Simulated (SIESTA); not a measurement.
# ZrB2 under changes of volume

One of the cells (10.249 Å³/atom); the others are scaled copies at fixed shape and fractional positions:

```
Zr B
1.0
     3.17000    0.00000    0.00000
    -1.58500    2.74530    0.00000
     0.00000    0.00000    3.53300
Zr B
1 2
Direct
  0.00000 0.00000 0.00000
  0.66667 0.33333 0.50000
  0.33333 0.66667 0.50000
```

```yaml
Program: SIESTA 5.4.2
Functional: LDA
Potentials_or_basis: PseudoDojo 0.4 standard (LDA files)
Basis: DZP (energy shift 0.003 Ry; two zetas on semicore shells)
Grid_cutoff: 800 Ry
Energy_shift: 0.003 Ry
k_mesh: 10 × 10 × 8
Occupations: fermi-dirac, width 0.05 eV
Spin: no spin polarisation
```

```tsv
volume (Å³/atom)	energy over the lowest point (meV/atom)	pressure (GPa)
9.634	6.69	8.2
9.839	0.00	2.3
10.044	0.47	-2.9
10.249	7.34	-7.7
10.454	20.01	-12.0
10.659	?	?
10.864	60.54	-19.4
```

Task: What does the run at 10.659 Å³/atom give?

Result: Energy over the lowest point 37.90 meV/atom; pressure -15.9 GPa.

Worked out: A Birch-Murnaghan fit of order 3 (a polynomial in V^(-2/3)) to the other rows has its minimum at 9.93 Å³/atom with B0 = V·E''(V) = 258 GPa and B' = 4.0 at fixed shape and positions, which overstates the stiffness. It gives 37.92 meV/atom at 10.659 Å³/atom, against the run's 37.90, and -dE/dV = -15.9 GPa, against -15.9.

Energies are extrapolated to zero smearing.

Caveats: the basis of atomic orbitals isn't converged, which shifts pressures, moduli and gaps.
